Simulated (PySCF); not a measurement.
C4H9NO.
Structure used (PBE0-D3(BJ)/def2-SVP), in Å, numbered top down from 1:
```xyz
15
C4H9NO angstrom
C     -1.2288    0.9027    0.1995
C     -1.3742   -0.4761   -0.4301
O     -0.2554   -0.7901   -1.2198
C      0.9400   -0.7479   -0.4826
C      1.1452    0.6235    0.1464
N      0.0086    1.0458    0.9460
H     -2.0868    1.1231    0.8549
H     -1.2342    1.6592   -0.6053
H     -1.5005   -1.2370    0.3717
H     -2.2576   -0.5306   -1.0852
H      0.9225   -1.5225    0.3158
H      1.7568   -1.0013   -1.1763
H      1.2903    1.3622   -0.6619
H      2.0590    0.6359    0.7622
H     -0.0385    0.4851    1.7959
```

Computed with PySCF, PBE0-D3(BJ)/def2-SVP geometry optimisation, gas phase.

Take the most abundant isotopes and a rigid rotor. The values belong to one conformer with, in the numbering `[CH2:1]1[CH2:2][O:3][CH2:4][CH2:5][NH:6]1`, N6–C1–C2–O3 -54°, C1–C2–O3–C4 58°, C2–O3–C4–C5 -58°, O3–C4–C5–N6 54°.

Problem. What are A, B and C (cm⁻¹)?

Solution. Ia = 102.42, Ib = 108.68, Ic = 186.60 u·Å²; 505379 MHz·u·Å²/I gives 4934, 4650 and 2708 MHz, that is A = 0.16459, B = 0.15511, C = 0.09034 cm⁻¹.

Problem. What kind of rotor is it?

Solution. An asymmetric top. Ray's parameter κ = (2B − A − C)/(A − C) = 0.745; −1 is the prolate and +1 the oblate limit.

Problem. What does the inertial defect say?

Solution. Not planar: Δ = Ic − Ia − Ib = -24.50 u·Å². For a rigid frame Δ = −2 Σ m c², so Σ m c² = 12.25 u·Å² lies off the ab plane: 8.62 from hydrogen and 3.63 from heavier atoms. The atom farthest from that plane is 1.33 Å away.

Problem. Predict some low-J microwave lines.

Solution. The dipole components are |μa| = 0.37 D, |μb| = 0.00 D, |μc| = 1.21 D; the mirror of this Cs structure is the ac plane, so μb vanishes by symmetry and there are no b-type lines. The squared components, which scale the intensities, stand as 0.09 : 1.00 (a : c). Some lines, for components of 0.1 D or more:

| type | branch | J(Ka,Kc) | MHz | lower level (cm⁻¹) |
| --- | --- | --- | --- | --- |
| a | Q | 5(4,1) ← 5(4,2) | 4263 | 4.520 |
| a | Q | 4(3,1) ← 4(3,2) | 4891 | 2.920 |
| a | Q | 3(2,1) ← 3(2,2) | 5418 | 1.640 |
| c | R | 1(1,0) ← 0(0,0) | 9584 | 0.000 |
| a | Q | 5(3,2) ← 5(3,3) | 9736 | 4.165 |
| a | R | 2(1,2) ← 1(1,1) | 12775 | 0.255 |
| a | Q | 5(2,3) ← 5(2,4) | 14471 | 3.680 |
| c | R | 2(2,0) ← 1(1,0) | 19198 | 0.320 |
| c | R | 2(2,1) ← 1(1,1) | 19453 | 0.255 |
| a | R | 3(1,2) ← 2(1,1) | 22785 | 0.875 |
| a | R | 3(2,1) ← 2(2,0) | 25807 | 0.960 |
| c | R | 3(2,1) ← 2(1,1) | 28346 | 0.875 |
| c | R | 3(1,2) ← 2(0,2) | 28639 | 0.680 |
| a | R | 5(1,5) ← 4(1,4) | 29163 | 2.084 |
| a | R | 4(2,2) ← 3(2,1) | 32526 | 1.821 |
| a | R | 5(2,4) ← 4(2,3) | 33318 | 2.569 |
| a | R | 5(1,4) ← 4(1,3) | 33330 | 2.569 |
| c | R | 4(3,1) ← 3(2,1) | 37833 | 1.821 |
| c | R | 4(2,2) ← 3(1,2) | 38087 | 1.635 |
| c | R | 4(1,3) ← 3(0,3) | 38274 | 1.292 |
| c | R | 4(4,1) ← 3(3,1) | 38959 | 1.878 |
| a | R | 5(3,2) ← 4(3,1) | 42174 | 3.083 |
| a | R | 5(4,1) ← 4(4,0) | 43520 | 3.211 |
| c | R | 5(3,2) ← 4(2,2) | 47481 | 2.906 |
| c | R | 5(1,4) ← 4(0,4) | 47857 | 2.084 |
| c | R | 5(2,4) ← 4(1,4) | 47858 | 2.084 |
| c | R | 5(4,2) ← 4(3,2) | 47987 | 2.920 |

Problem. Estimate the classical rotational partition function at 100 K, 298.15 K and 500 K.

Solution. Point group Cs, symmetry number σ = 1; q = (√π/σ)·√((kT/h)³/(ABC)), k/h = 20836.6 MHz/K: 21400 at 100 K, 110000 at 298.15 K, 239000 at 500 K.

No frequency check. Zero-point vibration and centrifugal distortion are left out. A rigid rotor knows nothing of inversion at nitrogen, which can split or shift real lines. Quadrupole hyperfine structure (14N) is left out.
